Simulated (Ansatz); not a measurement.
# PbO (Litharge) (P4/nmm) in Ansatz: band structure with PBEsol

Aim: the band structure of PbO (Litharge) with PBEsol.

Program: Ansatz 0.2.0. These are calculated values, not measurements. Logs are shortened: lines on timing, memory, paths and dates and some standing lists are left out, and cuts for length are marked.

### 1 The structure

Symmetry: P4/nmm, No. 129, tetragonal system. The conventional cell has a = 3.990 Å, b = 3.990 Å, c = 5.010 Å, α = 90.00°, β = 90.00°, γ = 90.00°. Pb (site symmetry 4mm) is surrounded by 4 O at 2.33 Å. Around O (site symmetry -4m2) lie 4 Pb at 2.33 Å.

### 2 Band structure, PBEsol

The input, input.yaml:

```yaml
crystal:
  lattice:
    - [3.99, 0.0, 0.0]
    - [0.0, 3.99, 0.0]
    - [0.0, 0.0, 5.01]
  atoms:
    - { symbol: Pb, position: [0.5, 0.0, 0.76] }
    - { symbol: Pb, position: [0.0, 0.5, 0.24] }
    - { symbol: O, position: [0.5, 0.5, 0.0] }
    - { symbol: O, position: [0.0, 0.0, 0.0] }
hamiltonian:
  xc: pbesol
  pseudopotentials: { kind: paw }
kpoints:
  mp_grid: { grid: [7, 7, 6] }
  band_path:
    path:
      - [[0.0, 0.0, 0.0], [0.0, 0.5, 0.0], [0.5, 0.5, 0.0], [0.0, 0.0, 0.0], [0.0, 0.0, 0.5], [0.0, 0.5, 0.5], [0.5, 0.5, 0.5], [0.0, 0.0, 0.5]]
      - [[0.0, 0.5, 0.0], [0.0, 0.5, 0.5]]
      - [[0.5, 0.5, 0.0], [0.5, 0.5, 0.5]]
    npoints: 14
scf:
  occupations: { method: fermi_dirac, width: 0.05 }
  n_extra_bands: 10
output:
  forces: true
  stress: true
  eigenvalues: true
  fatbands: true
  write_density: true
  write_potential: true
  elf: true
  volumetric_format: npy
```

Potentials or basis: Ansatz PAW.

Started as:

```console
$ ansatz run input.yaml --threads 2 --pin off --max-ram 5632MiB --backend cpu --events-out ev --progress --plain --runs-dir out
```

Output:

```text
Warning: RAYON_NUM_THREADS=2 ignored (pool sized by the plan → 2); use --threads N
scf.n_extra_bands = 10 over 20 filled bands (N_el = 40.0): the run solves 30 bands
Engine: ansatz 0.2.0, aarch64-unknown-linux-gnu
Pseudopotentials: kind: paw
Pseudopotential: Pb, paw, valence charge 14, recommended cutoff 420 eV (normal), Pb.paw.azcp
Pseudopotential: O, paw, valence charge 6, recommended cutoff 420 eV (normal), O.paw.azcp
Functional definition: PBEsol
  exchange = pbesol_x
  correlation = pbesol_c
Crystal: 4 atoms, lattice volume = 79.760 Å³
Basis set: ecut = 420 eV, 1569 PW (Γ), exchange–correlation on 54×54×72 points (8 copies of the dense FFT grid, shifted against one another)
Bands: 30, of which v1, the nominal top of the filled ones, is band 20 counted from 1 (19 counted from 0)
Symmetry: 16 space group operations
Space group: P4/nmm (ITA 129), of the structure as read, at distance tolerance 4.3e-5 Å
k-points: 40 of 294
Non-local potential: Pb, projectors of the file, l = 0: 2, l = 1: 2, l = 2: 2, l = 3: 2
Non-local potential: O, projectors of the file, l = 0: 2, l = 1: 2, l = 2: 1
PAW form: soft (Blöchl's): semilocal exchange-correlation on the pseudo side does not see the compensation charge
PAW frozen core: Pb, regenerated for the run's functional, and the local potential with it (the file was generated under x = pbe(κ = 0.804, μ = 0.2195149727645171), c = pbe(β = 0.06672455060314922))
PAW frozen core: O, regenerated for the run's functional, and the local potential with it (the file was generated under x = pbe(κ = 0.804, μ = 0.2195149727645171), c = pbe(β = 0.06672455060314922))
PAW one-centre angular grid: Pb, 590 points (default); XC on 64 Gauss nodes
PAW one-centre angular grid: O, 110 points (default); XC on 64 Gauss nodes
Initial density: superposition of atomic densities (neutral atoms: chi_scale 0, normalization atom), corrected by the library's trained network
Initial wavefunctions: pseudopotential atomic-orbital guess
Functional: x = pbesol(κ = 0.804, μ = 0.12345679012345678), c = pbesol(β = 0.046)
SCF iter   1: F=—  HF=-24630.928354 eV  |F-HF|=—  |Δ(HF+E_count)|=         —  Δρ=1.33e-2  dr2=1.39e-1  ethr=1.77e-3  ⟨swp⟩=7.0  Hψ=5969  notcnv=0  defer=30
preconditioner: auto → Resta (q_TF=auto, 2.432 Å⁻¹)  ε∞=3.0  [insulator: Δε(μ)=1.232 eV  Ē_g=18.450 eV  σ=0.050 eV  W_gap=1.00  n_scr=18 (ndim 8)  ℏωp=26.3 eV  f_vac=0.035  D(μ)=0.00/eV (n_scr^D=0)  ε∞_Penn≈3.0]
SCF iter   2: F=—  HF=-24630.909190 eV  |F-HF|=—  |Δ(HF+E_count)|=   1.92e-2  Δρ=6.88e-3  dr2=3.58e-2  ethr=3.47e-4  ⟨swp⟩=2.5  Hψ=2066  notcnv=0  defer=110
SCF iter   3: F=—  HF=-24630.901939 eV  |F-HF|=—  |Δ(HF+E_count)|=   7.25e-3  Δρ=9.13e-4  dr2=5.18e-4  ethr=8.94e-5  ⟨swp⟩=2.0  Hψ=1562  notcnv=0  defer=110
SCF iter   4: F=—  HF=-24630.901917 eV  |F-HF|=—  |Δ(HF+E_count)|=   2.21e-5  Δρ=2.24e-4  dr2=3.88e-5  ethr=1.29e-6  ⟨swp⟩=2.0  Hψ=1788  notcnv=0  defer=110
SCF iter   5: F=—  HF=-24630.901907 eV  |F-HF|=—  |Δ(HF+E_count)|=   1.00e-5  Δρ=7.46e-5  dr2=5.52e-6  ethr=9.70e-8  ⟨swp⟩=2.0  Hψ=1401  notcnv=0  defer=110
SCF iter   6: F=—  HF=-24630.901906 eV  |F-HF|=—  |Δ(HF+E_count)|=   3.14e-7  Δρ=2.03e-5  dr2=4.30e-7  ethr=1.38e-8  ⟨swp⟩=1.5  Hψ=1228  notcnv=0  defer=110
SCF iter   7: F=-24630.901906 eV  HF=-24630.901906 eV  |F-HF|=2.93e-9  |Δ(HF+E_count)|=   8.27e-8  Δρ=2.47e-6  dr2=4.47e-9  ethr=2.50e-10  ⟨swp⟩=15.4  Hψ=9412  notcnv=0
SCF 1 converged in 7 iterations: F = -24630.901906 eV  dr2 = 4.47e-9
NSCF: frozen V_eff on 129 k-points
SCF converged after 7 iterations
Free energy (F): -24630.901906 eV
Harris-Foulkes:  -24630.901906 eV  (|F-HF|=2.93e-9)
Internal energy: -24630.901906 eV  (E = F + TS)
E sigma→0 (E₀):  -24630.901906 eV
Entropy (-TS):   -0.000000 eV (-0.000 meV/atom)
Fermi energy:    8.980211 eV
--- Per-component energies (eV) ---
  E_band       = -110.342034
  E_kinetic    = 925.763611
  E_local      = -3094.924608  (includes V_loc(G=0)·N_el)
  E_nonlocal   = 802.830002
  E_hartree    = 1225.581082
  E_xc         = -582.575490
  E_vxc        = -451.039361  (∫ρ·V_xc dr)
  E_paw        = -20817.406148  (= ΣΔE_a)
  E_vpaw       = -744.140830  (= ΣTr[D̂ρ^β])
  E_aug_tail   = 0.004804  (compensation charges beyond the density's cutoff)
  E_ewald      = -3090.369968
  E_core_change = 0.194809  (= ΣΔE_core)
  E_smearing   = -0.000000  (= −TS)
  E_closure    = 0.000000  (closes the sum)
  Σ components = -24630.901906   (vs F -24630.901906, Δ=0.00e0)
--- Forces (eV/Å), atoms counted from 1 ---
  atom   1  Pb     0.00000000     0.00000000     0.32852615
  atom   2  Pb     0.00000000     0.00000000    -0.32852615
  atom   3  O      0.00000000     0.00000000     0.00000000
  atom   4  O      0.00000000     0.00000000    -0.00000000
  max |Σ_I F_I| component: 0.00e0 eV/Å
--- Stress (GPa, compression-positive) ---
       -0.781359       0.000000       0.000000
        0.000000      -0.781359       0.000000
        0.000000       0.000000      -1.149062
  P = ⅓ Tr σ = -0.9039 GPa (-9.039 kbar)
--- Band table (eV; the first three rows and the last of 40) ---
  k-point 0: bands = ["-9.9028", "-9.3812", "-7.6469", "-7.6469", "-7.5832", "-7.5742", "-7.4952", "-7.4204", "-7.4204", "-7.4186", "-7.3960", "-6.0604", "1.1402", "1.5502", "4.0961", "4.0961", "6.6425", "6.7208", "6.7208", "8.2885", "10.6530", "13.8150", "13.8151", "13.8151", "14.8570", "14.8570", "15.6682", "16.2150", "18.3228", "22.0365"]
  k-point 1: bands = ["-9.8961", "-9.3767", "-7.6356", "-7.6356", "-7.5832", "-7.5718", "-7.4893", "-7.4340", "-7.4340", "-7.4229", "-7.4020", "-6.0565", "0.4311", "2.4313", "4.1369", "4.1369", "6.6314", "6.7147", "6.7147", "8.1442", "10.4456", "13.1471", "13.1471", "13.6022", "15.6228", "15.6292", "15.6292", "16.3752", "19.5390", "22.0661"]
  k-point 2: bands = ["-9.8828", "-9.3677", "-7.6070", "-7.6070", "-7.6014", "-7.5456", "-7.4738", "-7.4674", "-7.4674", "-7.4346", "-7.4176", "-6.0489", "-0.1518", "3.4418", "4.2218", "4.2218", "6.6103", "6.7001", "6.7001", "7.6919", "10.2509", "12.4462", "12.4462", "12.8512", "16.4746", "16.5529", "16.5529", "16.7383", "21.4155", "22.1331"]
  k-point 39: bands = ["-9.5608", "-9.5370", "-7.5436", "-7.5179", "-7.4950", "-7.4709", "-7.4675", "-7.4636", "-7.4425", "-7.4419", "-6.6042", "-6.5166", "0.2035", "0.3557", "4.1617", "4.5255", "6.0974", "6.3249", "7.1205", "7.3129", "11.6935", "11.8071", "12.3650", "13.2108", "13.9481", "14.6683", "19.2211", "19.2972", "22.2040", "22.7015"]
```

Run time: 8.7 s. Hardware: 2 threads of Arm Neoverse V2, shared host; peak memory 0.43 GiB.

Results:

```yaml
Free_energy: -24630.9019 eV
Pressure: -0.9 GPa
Largest_force: 0.329 eV/Å
Band_gap_on_the_k_mesh: 1.36 eV, indirect (least direct gap 2.30 eV)
Band_gap_along_the_path: 1.09 eV, indirect (least direct gap 2.05 eV)
```

Forces in eV/Å, atoms in the order of the input:
```
Pb   0.000  0.000  0.329
Pb   0.000  0.000 -0.329
O    0.000  0.000  0.000
O    0.000  0.000  0.000
```

Levels at the corners of the path, in eV from the valence-band top:
```csv
point,band 18,band 19,band 20,band 21,band 22,band 23
Γ,-1.58,-1.58,-0.01,2.35,5.52,5.52
X,-2.93,-1.66,-1.66,3.33,3.33,6.57
M,-1.66,-0.96,-0.96,1.09,1.09,5.17
Γ,-1.58,-1.58,-0.01,2.35,5.52,5.52
Z,-1.61,-1.61,-0.94,1.95,3.89,3.89
R,-2.90,-0.98,-0.98,3.03,3.03,6.21
A,-2.27,-0.96,-0.96,3.37,3.37,4.70
Z,-1.61,-1.61,-0.94,1.95,3.89,3.89
X,-2.93,-1.66,-1.66,3.33,3.33,6.57
R,-2.90,-0.98,-0.98,3.03,3.03,6.21
M,-1.66,-0.96,-0.96,1.09,1.09,5.17
A,-2.27,-0.96,-0.96,3.37,3.37,4.70
```

Caveat: the k mesh misses the band edges, so the gap on the mesh is wider than the one along the path; the pressure holds a Pulay correction of +0.3 GPa for the finite cutoff; spin-orbit coupling is left out, which as a rule narrows the gap of such compounds by several tenths of an eV; the PAW data sets come from PBE, with cores solved anew for the run's functional, which leaves a small shift of forces and pressure. PBEsol gaps usually lie below the measured ones, often by a third to a half.
